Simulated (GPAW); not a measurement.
# SiC (Moissanite) (P6_3mc) in GPAW: settings compared, part 2 of 2

GPAW 26.7.0. Earlier steps stand in the parts before.

## (3) Relaxation of cell and atoms, BLYP+D3, target pressure 20 GPa, at which the enthalpy is minimised

Contents of run.py:

```python
from ase.calculators.mixing import SumCalculator
from ase.filters import FrechetCellFilter
from ase.io import write
from ase.optimize import BFGS
from ase.spacegroup import crystal
from ase.units import GPa
from dftd3.ase import DFTD3
from gpaw import GPAW, PW, setup_paths

setup_paths.insert(0, '.')

# Si 2b
# C 2b
atoms = crystal(['Si', 'C'],
                basis=[[0.6666666667, 0.3333333333, 0.5],
                       [0.6666666667, 0.3333333333, 0.885]],
                spacegroup=186, setting=1,  # P6_3mc
                cellpar=[3.076, 3.076, 5.048, 90.0, 90.0, 120.0],
                primitive_cell=True)

calc = GPAW(mode=PW(800),
            xc='BLYP',
            kpts={'size': (7, 7, 4), 'gamma': True},
            occupations={'name': 'fermi-dirac', 'width': 0.05},
            nbands=18,
            convergence={'density': 1e-05, 'energy': 1e-05},
            eigensolver='davidson',
            maxiter=150,
            txt='gpaw.txt')
atoms.calc = SumCalculator([calc, DFTD3(method='blyp', damping='d3zero')])
opt = BFGS(FrechetCellFilter(atoms, scalar_pressure=20 * GPa), trajectory='relax.traj', logfile='-')
done = opt.run(fmax=0.01, steps=40)
calc.write('gs.gpw')
write('result.traj', atoms)
print('Converged:', done)
print('Cell:', atoms.cell.cellpar().round(4))
print('Volume:', round(atoms.get_volume(), 4))
print(atoms.get_scaled_positions().round(5))
```

Potentials or basis: PAW data sets generated in the run's folder for this functional, pw.

Started as:

```
gpaw-setup -f BLYP C Si
OMP_NUM_THREADS=1 python run.py
```

gpaw.txt:

```text
__  _  _
 | _ |_)|_||  |
 |__||  | ||/\| - 26.7.0

Input parameters:
  mode=PW(ecut=800.0),
  convergence={'density': 1e-05, 'energy': 1e-05},
  eigensolver=Davidson(niter=2),
  kpts=MonkhorstPack(size=(7, 7, 4), gamma=True),
  maxiter=150,
  nbands=18,
  occupations=Occupations(name='fermi-dirac', width=0.05),
  xc=XC(name='BLYP')

Diagonalizing LCAO Hamiltonian
Converting LCAO to pw mode

           C

           Si
        C

        Si

Atoms  # Å, Bohr magnetons
|   | symbol |         x |        y |        z |    initial magnetic moments |
|---|--------|-----------|----------|----------|-----------------------------|
| 0 |     Si |  1.538000 | 0.887965 | 2.524000 | ( 0.0000,  0.0000,  0.0000) |
| 1 |     Si | -0.000000 | 1.775929 | 0.000000 | ( 0.0000,  0.0000,  0.0000) |
| 2 |      C |  1.538000 | 0.887965 | 4.467480 | ( 0.0000,  0.0000,  0.0000) |
| 3 |      C | -0.000000 | 1.775929 | 1.943480 | ( 0.0000,  0.0000,  0.0000) |

Unit cell  # Å
| periodic |         x |        y |        z |  lengths |     angles |
|----------|-----------|----------|----------|----------|------------|
|      yes |  3.076000 | 0.000000 | 0.000000 | 3.076000 |  90.000000 |
|      yes | -1.538000 | 2.663894 | 0.000000 | 3.076000 |  90.000000 |
|      yes |  0.000000 | 0.000000 | 5.048000 | 5.048000 | 120.000000 |

Number of symmetries: 6
Symmetry operations  # r_c * U_cc + t_c -> r_c
|   | kind |            matrix            |
|---|------|------------------------------|
| 0 |  σ   |  1, 1, 0,  0,-1, 0,  0, 0, 1 |
| 1 |  E   |  1, 0, 0,  0, 1, 0,  0, 0, 1 |
| 2 |  C3  |  0, 1, 0, -1,-1, 0,  0, 0, 1 |
| 3 |  σ   |  0,-1, 0, -1, 0, 0,  0, 0, 1 |
| 4 |  σ   | -1, 0, 0,  1, 1, 0,  0, 0, 1 |
| 5 |  C3  | -1,-1, 0,  1, 0, 0,  0, 0, 1 |
[... 125 lines left out ...]
convergence criteria:
- Maximum integral of absolute [dens]ity change: 1e-05 electrons / valence electron
- Maximum [total energy] change in last 3 cyles: 1e-05 eV / valence electron
- Maximum integral of absolute [eigenst]ate change: 4e-08 eV^2 / valence electron
maximum number of iterations: 150

SCF iterations
|iter     | |      energy | eigst |  dens |
|---------|-|-------------|-------|-------|
|iter:   1| |  -30.866216 | -0.09 |       |
|iter:   2| |  -29.960518 | -1.88 | -0.53 |
|iter:   3| |  -26.959749 | -0.61 | -0.57 |
|iter:   4| |  -26.969334 | -2.32 | -1.29 |
|iter:   5| |  -26.978182 | -3.36 | -1.68 |
|iter:   6| |  -26.978265 | -4.66 | -2.64 |
|iter:   7| |  -26.978276c| -6.06 | -3.13 |
|iter:   8| |  -26.978276c| -7.50c| -3.96 |
|iter:   9| |  -26.978277c| -8.34c| -4.32 |
|iter:  10| |  -26.978277c| -9.08c| -4.93 |
|iter:  11| |  -26.978277c|-10.46c| -5.59c|
[... 468 lines left out ...]
SCF iterations
|iter     | |      energy | eigst |  dens |
|---------|-|-------------|-------|-------|
|iter:   1| |  -26.974848 |       |       |
|iter:   2| |  -26.957930 | -2.89 | -1.42 |
|iter:   3| |  -26.854939 | -2.25 | -1.44 |
|iter:   4| |  -26.854444 | -3.96 | -2.42 |
|iter:   5| |  -26.854495 | -4.99 | -2.84 |
|iter:   6| |  -26.854532c| -5.24 | -3.17 |
|iter:   7| |  -26.854533c| -6.84 | -3.97 |
|iter:   8| |  -26.854533c| -8.17c| -4.56 |
|iter:   9| |  -26.854533c| -9.83c| -5.33c|

Converged in 9 steps
Energy contributions relative to reference atoms: (reference = -17839.679884)

Energy contributions:
  Kinetic:          43.909850
  Coulomb:         -35.649395
  Zero:             -0.018096
  External:          0.000000
  Xc:              -35.096892
  Entropy:          -0.000000
  Spinorbit:         0.000000
  ----------------------------
  Free energy:     -26.854533
  Extrapolated:    -26.854533
[... 213 lines left out ...]
SCF iterations
|iter     | |      energy | eigst |  dens |
|---------|-|-------------|-------|-------|
|iter:   1| |  -26.847684 |       |       |
|iter:   2| |  -26.846932 | -4.26 | -2.12 |
|iter:   3| |  -26.842299 | -3.67 | -2.15 |
|iter:   4| |  -26.842281 | -5.41 | -3.15 |
|iter:   5| |  -26.842282c| -6.55 | -3.57 |
|iter:   6| |  -26.842283c| -6.80 | -3.86 |
|iter:   7| |  -26.842283c| -8.46c| -4.70 |
|iter:   8| |  -26.842283c| -9.84c| -5.36c|

Converged in 8 steps
Energy contributions relative to reference atoms: (reference = -17839.679884)

Energy contributions:
  Kinetic:          44.713097
  Coulomb:         -36.262702
  Zero:             -0.018542
  External:          0.000000
  Xc:              -35.274136
  Entropy:          -0.000000
  Spinorbit:         0.000000
  ----------------------------
  Free energy:     -26.842283
  Extrapolated:    -26.842283
[... 273 lines left out ...]
Stress tensor  # eV/Ang^3
|         x |         y |         z |
|-----------|-----------|-----------|
| -0.150428 | -0.000000 | -0.000000 |
| -0.000000 | -0.150428 |  0.000000 |
| -0.000000 |  0.000000 | -0.152519 |

Forces  # eV/Ang
|        x |       y |        z |
|----------|---------|----------|
| -0.00000 | 0.00000 |  0.03237 |  # Si   0
|  0.00000 | 0.00000 |  0.03261 |  # Si   1
| -0.00000 | 0.00000 | -0.03247 |  # C    2
|  0.00000 | 0.00000 | -0.03264 |  # C    3

# Writing to gs.gpw (mode='')
```

stdout:

```text
Step          Energy          fmax
BFGS:    0      -22.872878        1.139255
BFGS:    1      -22.932749        0.897036
BFGS:    2      -22.997481        0.479777
BFGS:    3      -23.008715        0.266948
BFGS:    4      -23.016956        0.006877
Converged: True
Cell: [  3.0181   3.0181   4.9466  90.      90.     120.    ]
Volume: 39.0206
[[0.66667 0.33333 0.50443]
 [0.33333 0.66667 0.00443]
 [0.66667 0.33333 0.88057]
 [0.33333 0.66667 0.38057]]
```

It took 45 s on 1 thread of Intel Xeon 6975P-C (Granite Rapids), shared host; peak memory 0.23 GiB.

Results:

| Property | Result |
| --- | --- |
| Free energy | -27.8879 eV |
| Relaxed volume | 9.76 Å³/atom |
| Relaxed cell | a = 3.018 Å, b = 3.018 Å, c = 4.947 Å, α = 90.00°, β = 90.00°, γ = 120.00° |
| Space group after relaxing (to 0.05 Å) | P6_3mc (No. 186) |
| Energy change on relaxing (the enthalpy is what falls) | +37.1 meV/atom |
| Ionic steps | 5 |
| Pressure after relaxing | 20.0 GPa |
| Band gap on the k mesh | 2.86 eV, indirect (least direct gap 4.40 eV) |
| Dispersion energy per atom | -0.278 eV |

Step by step:
| step | energy change (eV) | largest force (eV/Å) | pressure (GPa) | volume (Å³) |
| --- | --- | --- | --- | --- |
| 1 | 0.0000 | 0.7457 | 5.41 | 41.36 |
| 2 | -0.0080 | 0.4130 | 7.58 | 40.95 |
| 3 | 0.0863 | 0.4875 | 15.52 | 39.67 |
| 4 | 0.0942 | 0.2714 | 16.51 | 39.52 |
| 5 | 0.1484 | 0.0013 | 20.02 | 39.02 |

Final structure:
```cif
data_structure
_symmetry_space_group_name_H-M 'P 1'
_symmetry_Int_Tables_number 1
_cell_length_a 3.0181
_cell_length_b 3.0181
_cell_length_c 4.9466
_cell_angle_alpha 90.000
_cell_angle_beta 90.000
_cell_angle_gamma 120.000
_cell_volume 39.02
loop_
_atom_site_label
_atom_site_type_symbol
_atom_site_fract_x
_atom_site_fract_y
_atom_site_fract_z
_atom_site_occupancy
Si1 Si 0.66667 0.33333 0.50443 1
Si2 Si 0.33333 0.66667 0.00443 1
C1 C 0.66667 0.33333 0.88057 1
C2 C 0.33333 0.66667 0.38057 1
```

Caveat: later steps reuse the first step's grids; an odd mesh through Γ misses points on the zone boundary, where band edges often lie.
